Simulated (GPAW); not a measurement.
# Cr (P6_3/mmc) in GPAW: notebook, part 2 of 2

GPAW 26.7.0. The steps go on from the part before.

### Step 3. Relaxation of cell and atoms, PBEsol, collinear spin, ferromagnetic start, target pressure 2 GPa, at which the enthalpy is minimised

Input file run.py:

```python
from ase import Atoms
from ase.filters import FrechetCellFilter
from ase.io import write
from ase.optimize import BFGS
from ase.units import GPa
from gpaw import GPAW, PW, setup_paths

setup_paths.insert(0, '.')

atoms = Atoms(['Cr', 'Cr'],
              cell=[[2.714, 0.0, 0.0],
                    [-1.357, 2.3503929459, 0.0],
                    [0.0, 0.0, 4.41]],
              scaled_positions=[[0.6666666667, 0.3333333333, 0.75],
                                [0.3333333333, 0.6666666667, 0.25]],
              pbc=True)
atoms.set_initial_magnetic_moments([3.0, 3.0])

calc = GPAW(mode=PW(600),
            xc='PBEsol',
            kpts={'size': (8, 8, 5), 'gamma': True},
            occupations={'name': 'fermi-dirac', 'width': 0.05},
            nbands=17,
            convergence={'density': 1e-05, 'forces': 0.0001},
            maxiter=150,
            txt='gpaw.txt')
atoms.calc = calc
opt = BFGS(FrechetCellFilter(atoms, scalar_pressure=2 * GPa), trajectory='relax.traj', logfile='-')
done = opt.run(fmax=0.02, steps=60)
calc.write('gs.gpw')
write('result.traj', atoms)
print('Converged:', done)
print('Cell:', atoms.cell.cellpar().round(4))
print('Volume:', round(atoms.get_volume(), 4))
print(atoms.get_scaled_positions().round(5))
```

Potentials or basis: PAW data sets generated in the run's folder for this functional, pw.

Started as:

```sh
gpaw-setup -f PBEsol Cr
OMP_NUM_THREADS=1 python run.py
```

gpaw.txt:

```text
__  _  _
 | _ |_)|_||  |
 |__||  | ||/\| - 26.7.0

Input parameters:
  mode=PW(ecut=600.0),
  convergence={'density': 1e-05, 'forces': 0.0001},
  kpts=MonkhorstPack(size=(8, 8, 5), gamma=True),
  maxiter=150,
  nbands=17,
  occupations=Occupations(name='fermi-dirac', width=0.05),
  xc=XC(name='PBEsol')

Diagonalizing LCAO Hamiltonian
Converting LCAO to pw mode

          Cr

        Cr

Atoms  # Å, Bohr magnetons
|   | symbol |         x |        y |        z |    initial magnetic moments |
|---|--------|-----------|----------|----------|-----------------------------|
| 0 |     Cr |  1.357000 | 0.783464 | 3.307500 | ( 0.0000,  0.0000,  3.0000) |
| 1 |     Cr | -0.000000 | 1.566929 | 1.102500 | ( 0.0000,  0.0000,  3.0000) |
[... 199 lines left out ...]
No gap
No difference between direct/indirect transitions

Stress tensor  # eV/Ang^3
|         x |         y |        z |
|-----------|-----------|----------|
|  0.202680 | -0.000000 | 0.000000 |
| -0.000000 |  0.202680 | 0.000000 |
|  0.000000 |  0.000000 | 0.185752 |

Forces  # eV/Ang
|        x |        y |        z |
|----------|----------|----------|
| -0.00000 | -0.00000 | -0.00000 |  # Cr   0
|  0.00000 | -0.00000 |  0.00000 |  # Cr   1
[... 213 lines left out ...]
No gap
No difference between direct/indirect transitions

Stress tensor  # eV/Ang^3
|        x |         y |         z |
|----------|-----------|-----------|
| 0.180537 |  0.000000 |  0.000000 |
| 0.000000 |  0.180537 | -0.000000 |
| 0.000000 | -0.000000 |  0.129918 |

Forces  # eV/Ang
|        x |       y |        z |
|----------|---------|----------|
|  0.00000 | 0.00000 |  0.00000 |  # Cr   0
| -0.00000 | 0.00000 | -0.00000 |  # Cr   1
[... 232 lines left out ...]
Atoms  # Å, Bohr magnetons
|   | symbol |         x |        y |        z |    initial magnetic moments |
|---|--------|-----------|----------|----------|-----------------------------|
| 0 |     Cr |  1.260367 | 0.727673 | 3.134847 | ( 0.0000,  0.0000, -0.0000) |
| 1 |     Cr | -0.000000 | 1.455347 | 1.044949 | ( 0.0000,  0.0000, -0.0000) |
[... 414 lines left out ...]
No gap
No difference between direct/indirect transitions

Stress tensor  # eV/Ang^3
|        x |         y |         z |
|----------|-----------|-----------|
| 0.014714 |  0.000000 |  0.000000 |
| 0.000000 |  0.014714 | -0.000000 |
| 0.000000 | -0.000000 | -0.065233 |

Forces  # eV/Ang
|        x |       y |        z |
|----------|---------|----------|
|  0.00000 | 0.00000 |  0.00000 |  # Cr   0
| -0.00000 | 0.00000 | -0.00000 |  # Cr   1
[... 7 lines left out ...]
Atoms  # Å, Bohr magnetons
|   | symbol |         x |        y |        z |    initial magnetic moments |
|---|--------|-----------|----------|----------|-----------------------------|
| 0 |     Cr |  1.236615 | 0.713960 | 3.156884 | ( 0.0000,  0.0000, -0.0000) |
| 1 |     Cr | -0.000000 | 1.427920 | 1.052295 | ( 0.0000,  0.0000, -0.0000) |

Unit cell  # Å
| periodic |         x |        y |         z |  lengths |     angles |
|----------|-----------|----------|-----------|----------|------------|
|      yes |  2.473230 | 0.000000 | -0.000000 | 2.473230 |  90.000000 |
|      yes | -1.236615 | 2.141880 |  0.000000 | 2.473230 |  90.000000 |
|      yes |  0.000000 | 0.000000 |  4.209179 | 4.209179 | 120.000000 |

Number of symmetries: 12
Symmetry operations  # r_c * U_cc + t_c -> r_c
|    | kind |            matrix            |
|----|------|------------------------------|
|  0 |  σ   |  1, 1, 0,  0,-1, 0,  0, 0, 1 |
|  1 |  S6  |  1, 1, 0, -1, 0, 0,  0, 0,-1 |
|  2 |  E   |  1, 0, 0,  0, 1, 0,  0, 0, 1 |
|  3 |  C2  |  1, 0, 0, -1,-1, 0,  0, 0,-1 |
|  4 |  C2  |  0, 1, 0,  1, 0, 0,  0, 0,-1 |
|  5 |  C3  |  0, 1, 0, -1,-1, 0,  0, 0, 1 |
|  6 |  S6  |  0,-1, 0,  1, 1, 0,  0, 0,-1 |
|  7 |  σ   |  0,-1, 0, -1, 0, 0,  0, 0, 1 |
|  8 |  σ   | -1, 0, 0,  1, 1, 0,  0, 0, 1 |
[... 176 lines left out ...]
Stress tensor  # eV/Ang^3
|         x |         y |         z |
|-----------|-----------|-----------|
| -0.014883 |  0.000000 |  0.000000 |
|  0.000000 | -0.014883 |  0.000000 |
|  0.000000 |  0.000000 | -0.084904 |

Forces  # eV/Ang
|       x |        y |        z |
|---------|----------|----------|
| 0.00000 | -0.00000 | -0.00001 |  # Cr   0
| 0.00000 |  0.00000 |  0.00001 |  # Cr   1

Interpolating wave functions to new cell

          Cr

        Cr

Atoms  # Å, Bohr magnetons
|   | symbol |         x |        y |        z |    initial magnetic moments |
|---|--------|-----------|----------|----------|-----------------------------|
| 0 |     Cr |  1.219401 | 0.704022 | 3.218004 | ( 0.0000,  0.0000,  0.0000) |
| 1 |     Cr | -0.000000 | 1.408043 | 1.072668 | ( 0.0000,  0.0000,  0.0000) |

Unit cell  # Å
| periodic |         x |         y |        z |  lengths |     angles |
|----------|-----------|-----------|----------|----------|------------|
|      yes |  2.438802 | -0.000000 | 0.000000 | 2.438802 |  90.000000 |
|      yes | -1.219401 |  2.112065 | 0.000000 | 2.438802 |  90.000000 |
|      yes | -0.000000 |  0.000000 | 4.290672 | 4.290672 | 120.000000 |

Number of symmetries: 12
Symmetry operations  # r_c * U_cc + t_c -> r_c
|    | kind |            matrix            |
|----|------|------------------------------|
|  0 |  σ   |  1, 1, 0,  0,-1, 0,  0, 0, 1 |
|  1 |  S6  |  1, 1, 0, -1, 0, 0,  0, 0,-1 |
|  2 |  E   |  1, 0, 0,  0, 1, 0,  0, 0, 1 |
|  3 |  C2  |  1, 0, 0, -1,-1, 0,  0, 0,-1 |
|  4 |  C2  |  0, 1, 0,  1, 0, 0,  0, 0,-1 |
|  5 |  C3  |  0, 1, 0, -1,-1, 0,  0, 0, 1 |
|  6 |  S6  |  0,-1, 0,  1, 1, 0,  0, 0,-1 |
|  7 |  σ   |  0,-1, 0, -1, 0, 0,  0, 0, 1 |
|  8 |  σ   | -1, 0, 0,  1, 1, 0,  0, 0, 1 |
[... 851 lines left out ...]
Forces  # eV/Ang
|        x |        y |        z |
|----------|----------|----------|
|  0.00000 |  0.00000 |  0.00001 |  # Cr   0
| -0.00000 | -0.00000 | -0.00001 |  # Cr   1

# Writing to gs.gpw (mode='')
```

It took 3 min on 1 thread of Arm Neoverse V2, shared host; peak memory 0.27 GiB.

What came out:

```
Free energy                                            : -19.3705 eV
Relaxed volume                                         : 11.34 Å³/atom
Relaxed cell                                           : a = 2.446 Å, b = 2.446 Å, c = 4.377 Å, α = 90.00°, β = 90.00°, γ = 120.00°
Space group after relaxing (to 0.05 Å)                 : P6_3/mmc (No. 194)
Energy change on relaxing (the enthalpy is what falls) : -358.0 meV/atom
Ionic steps                                            : 10
Pressure after relaxing                                : 2.0 GPa
Band gap on the k mesh                                 : none (metal or under the smearing width)
Net moment                                             : 0.00 μB per cell
```

The path:
```
step  energy change (eV)  largest force (eV/Å)  pressure (GPa)  volume (Å³)
   1              0.0000                0.0000          -31.57        28.13
   2             -0.3014                0.0000          -26.22        26.41
   3             -0.4461                0.0000           32.37        20.60
   4             -0.6506                0.0000           -2.01        23.00
   5             -0.6588                0.0000            1.91        22.65
   6             -0.6723                0.0000            6.12        22.30
   7             -0.6907                0.0000            8.87        22.10
   8             -0.7057                0.0000            6.30        22.32
   9             -0.7162                0.0000            1.77        22.70
  10             -0.7160                0.0000            2.00        22.68
```

Final structure:
```
Cr
1.0
     2.44601    0.00000    0.00000
    -1.22300    2.11830    0.00000
     0.00000    0.00000    4.37675
Cr
2
Direct
  0.66667 0.33333 0.75000
  0.33333 0.66667 0.25000
```

Caveat: each step starts from the last one's moments, so a moment once lost doesn't come back; the starting moments collapsed, and a magnetic state may lie lower; later steps reuse the first step's grids; the volume moved by over 15 % at a fixed basis, so the end points are rough.
